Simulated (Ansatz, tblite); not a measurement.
# CdS with GFN2-xTB from a Python script

These are simulated results from tblite 0.8.0, not measurements. The cell was built from a prototype and was relaxed with r2SCAN in plane waves (Ansatz 0.2.0). Not every such cell is a known phase. All runs are without spin polarisation.

Space group P6_3/mmc (No. 194), hexagonal; a = 4.409 Å, c = 5.748 Å in the conventional setting, 24.19 Å³ an atom. Around Cd lie 5 S at 2.55–2.87 Å; around S lie 5 Cd at 2.55–2.87 Å.

tblite solves periodic systems at the zone centre alone, so the script builds a cluster of 3×3×2 conventional cells (72 atoms), which folds in a coarse mesh of k points.

The script, run.py:

```python
import json
from ase import Atoms
from ase.build import make_supercell
from ase.units import Bohr, GPa, Hartree
from tblite.interface import Calculator

atoms = Atoms(['Cd', 'Cd', 'S', 'S'],
              cell=[[4.40853, -0.0, -0.0], [-2.204265, 3.817899, -0.0], [-0.0, -0.0, 5.748118]],
              scaled_positions=[[0.333333, 0.666667, 0.25], [0.666667, 0.333333, 0.75], [0.666667, 0.333333, 0.25], [0.333333, 0.666667, 0.75]],
              pbc=True)
cluster = make_supercell(atoms, [[3, 0, 0], [0, 3, 0], [0, 0, 2]])
calc = Calculator('GFN2-xTB', cluster.numbers, cluster.positions / Bohr, lattice=cluster.cell[:] / Bohr, periodic=cluster.pbc)
calc.set('temperature', 0.02 / Hartree)
calc.set('max-iter', 150)
res = calc.singlepoint()
levels = res.get('orbital-energies') * Hartree
nv = round(res.get('orbital-occupations').sum() / 2)
cells = len(cluster) // len(atoms)
out = {'energy_per_cell': res.get('energy') * Hartree / cells, 'homo': levels[nv - 1], 'lumo': levels[nv],
       'stress': (-res.get('virial') * Hartree / cluster.get_volume() / GPa).tolist(), 'charges': res.get('charges')[:len(atoms)].tolist(), 'electrons': 2 * nv / cells}
json.dump(out, open('results.json', 'w'))
for key, value in out.items():
    print(key, value)
```

Command: `python run.py`. It took 6 s on 1 thread of Arm Neoverse V1 (shared host), peak memory 0.12 GiB.

The log:

```
------------------------------------------------------------
  cycle        total energy    energy error   density error
------------------------------------------------------------
      1     -129.2438032277  -1.2950875E+02   5.6095733E-01
      2     -141.3700800539  -1.2126277E+01   1.3202069E-01
      3     -141.5449676021  -1.7488755E-01   8.8544977E-02
      4     -141.4289219310   1.1604567E-01   6.1537539E-02
      5     -141.2141814638   2.1474047E-01   1.0014076E-01
      6     -141.5176591097  -3.0347765E-01   6.1749882E-02
      7     -141.6590655688  -1.4140646E-01   8.8029662E-03
      8     -141.6380327902   2.1032779E-02   2.3405056E-02
      9     -141.6624431961  -2.4410406E-02   3.2836596E-03
     10     -141.6630769150  -6.3371897E-04   8.7940421E-04
     11     -141.6630744486   2.4664782E-06   6.8432550E-04
     12     -141.6630774251  -2.9765519E-06   4.3819693E-04
     13     -141.6630854194  -7.9942598E-06   5.8892593E-05
     14     -141.6630854614  -4.2025505E-08   1.3302787E-05
------------------------------------------------------------

 total:                                   5.348 sec
energy_per_cell -214.1582724384996
homo -10.203531040483679
lumo -10.06878621922938
stress [[3.8042777597266864, 5.391902355562916e-05, -6.977773608593085e-07], [5.3919023555651336e-05, 3.8043403957361246, 4.028621548943987e-07], [-6.977773607975704e-07, 4.028621548781043e-07, -1.6511256013609856]]
charges [0.3984553013319627, 0.3984536834982302, -0.3984567403852065, -0.39845525239395296]
electrons 16.0
```

The cycle table is in hartree for the whole cluster, and the lines after it are in eV (the energy for one cell). The printed stress is in GPa and positive in compression, and the pressure is its mean diagonal.

GFN2-xTB gives a gap of 0.13 eV. On the same cell, plane-wave PBE (Ansatz, 6×6×4 k points and the special points) gives a gap of 1.00 eV and r2SCAN a gap of 1.48 eV; on shared hosts these took about 4.3 and 12 core-seconds on the 4-atom cell, against 6 for the script. Semilocal gaps usually lie below measured ones. xTB was fitted to molecules, so gaps, charges and pressures of solids can be far off, and the gap also depends on the size of the cluster.

The same script was run on cells scaled at fixed shape and fractional coordinates:

| volume (Å³/atom) | energy (meV/atom) | pressure (GPa, positive in compression) | gap (eV) |
| --- | --- | --- | --- |
| 21.28 | 92.9 | 9.10 | 1.29 |
| 22.74 | 30.5 | 4.92 | 0.63 |
| 24.19 | 0.0 | 1.99 | 0.13 |
| 25.64 | -12.6 | 0.62 | 0.00 |
| 27.09 | -9.1 | -1.18 | 0.00 |

The pressure crosses zero near 26.1 Å³/atom, but the curve is too rough for a fit.

xTB was fitted mostly to molecules, and a small cluster samples few k points, so gaps, pressures and kinks along a curve can be far from a solid's.

The runs are scalar-relativistic, without spin-orbit coupling.
